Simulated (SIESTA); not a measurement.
Runs of SIESTA 5.4.2 on WC (Qusongite). The structure is hexagonal, space group P-6m2 (No. 187). Conventional cell: a = 2.907 Å, b = 2.907 Å, c = 2.837 Å, α = 90.00°, β = 90.00°, γ = 120.00°. Around W (site symmetry -6m2) lie 6 C at 2.20 Å. C (site symmetry -6m2) is surrounded by 6 W at 2.20 Å. 

```csv
task,level,potentials or basis,cell,k mesh,wannier functions,bands left out below,projections,wannier mesh,gap on the mesh (eV),pressure (GPa),largest force (eV/Å)
band structure,AM05,"PseudoDojo 0.4 standard (PBEsol files), DZP (energy shift 0.003 Ry; two zetas on semicore shells)",as given,10 × 10 × 9,-,-,-,-,none,0.6,-
single point,PBEsol,"PseudoDojo 0.4 standard (PBEsol files), DZP (energy shift 0.003 Ry; two zetas on semicore shells)","atoms moved at random, drawn with an rms of 0.05 Å",10 × 10 × 9,-,-,-,-,none,3.4,1.08
band structure,vdW-DF-cx,"PseudoDojo 0.4 standard (PBE files), DZP (energy shift 0.003 Ry; two zetas on semicore shells)",as given,10 × 10 × 9,-,-,-,-,none,(a),-
band structure,BLYP,"PseudoDojo 0.4 standard (PBE files), DZP (energy shift 0.003 Ry; two zetas on semicore shells)",as given,10 × 10 × 9,-,-,-,-,none,24.9,-
Wannier functions,vdW-DF-cx,"PseudoDojo 0.4 standard (PBE files), SZP (energy shift 0.003 Ry)",cell strained at random at fixed volume,8 × 8 × 7,9,0,"["C:s", "C:p", "W:s", "W:p", "W:s:r=2"]",6 × 6 × 5,none,8.3,0.17
single point,PBEsol,"PseudoDojo 0.4 standard (PBEsol files), DZP (energy shift 0.003 Ry; two zetas on semicore shells)",as given,10 × 10 × 9,-,-,-,-,none,2.7,-
```

Alike in all rows: no spin polarisation; smearing fermi-dirac 0.05 eV; grid cutoff 800 Ry; energy shift 0.003 Ry.

Problem. Fill in the values left out.

Solution. (a) 5.3.

Caveats: short orbitals over semicore shells can move pressures by several GPa; the basis of atomic orbitals isn't converged, which shifts pressures, moduli and gaps; the potentials were made for another functional, which shifts forces and pressure (some runs); spin-orbit coupling is left out, which moves the levels of the heavy elements (some runs); the cell is metallic, so the lowest bands form no isolated group (some runs).

A k mesh can miss the band edges, and the runs leave out spin-orbit coupling on W.

A gap of «none» marks a metal or a gap under the smearing width.

Runs at the PBE level aren't shown here.
